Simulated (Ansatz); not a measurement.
# WS2: the cost of one run

Program: Ansatz 0.2.0. Level of theory: DFT PBEsol, scalar-relativistic. These are calculated values, not measurements.

### 1 The starting structure

Symmetry: R3m, No. 160, trigonal system. Conventional cell: a = 3.158 Å, b = 3.158 Å, c = 18.490 Å, α = 90.00°, β = 90.00°, γ = 120.00°. W (site symmetry 3m) has 6 S at 2.39 to 2.42 Å as nearest neighbours. S (site symmetry 3m) is surrounded by 3 W at 2.39 Å. S (site symmetry 3m) has 3 W at 2.42 Å as nearest neighbours.

Coordinates:

```
W S
1.0
     1.57900    0.91164    6.16333
    -1.57900    0.91164    6.16333
     0.00000   -1.82327    6.16333
W S
1 2
Direct
  0.00000 0.00000 0.00000
  0.75030 0.75030 0.75030
  0.58100 0.58100 0.58100
```

Atoms are numbered in the order of the input: W1, S2, S3.

### 2 The deformed structure

Space group R3m before, R3m after.

### 3 All-electron LAPW

File input.yaml:

```yaml
crystal:
  lattice:
    - [1.5790003843, 0.9116362969, 6.2249633]
    - [-1.5790003843, 0.9116362969, 6.2249633]
    - [0.0, -1.8232725938, 6.2249633]
  atoms:
    - { symbol: W, position: [0.0, 0.0, 0.0] }
    - { symbol: S, position: [0.7503, 0.7503, 0.7503] }
    - { symbol: S, position: [0.581, 0.581, 0.581] }
kpoints:
  mp_grid: { grid: [15, 15, 15] }
  band_path:
    path:
      - [0.0, 0.0, 0.0]
      - [0.5, 0.5, 0.5]
      - [0.8190352321, 0.1809647679, 0.5]
      - [0.5, -0.1809647679, 0.1809647679]
      - [0.5, 0.0, 0.0]
      - [0.0, 0.0, 0.0]
      - [0.3404823839, -0.3404823839, 0.0]
      - [0.6595176161, 0.0, 0.3404823839]
      - [0.5, 0.0, 0.5]
    npoints: 5
scf:
  occupations: { method: fermi_dirac, width: 0.03 }
hamiltonian:
  xc: pbesol
  pseudopotentials: { kind: all_electron, lapw: { basis_error: 0.001 } }
output:
  forces: true
  stress: true
  eigenvalues: true
```

The run is started by

```bash
ansatz run input.yaml --threads 1 --pin off --max-ram 4096MiB --backend cpu --events-out ev --progress --plain --runs-dir out
```

Q: Estimate wall time and peak memory on 1 thread of Intel Xeon 6975P-C (Granite Rapids), shared host.

About 3.1 min, with a peak of 1.4 GiB.
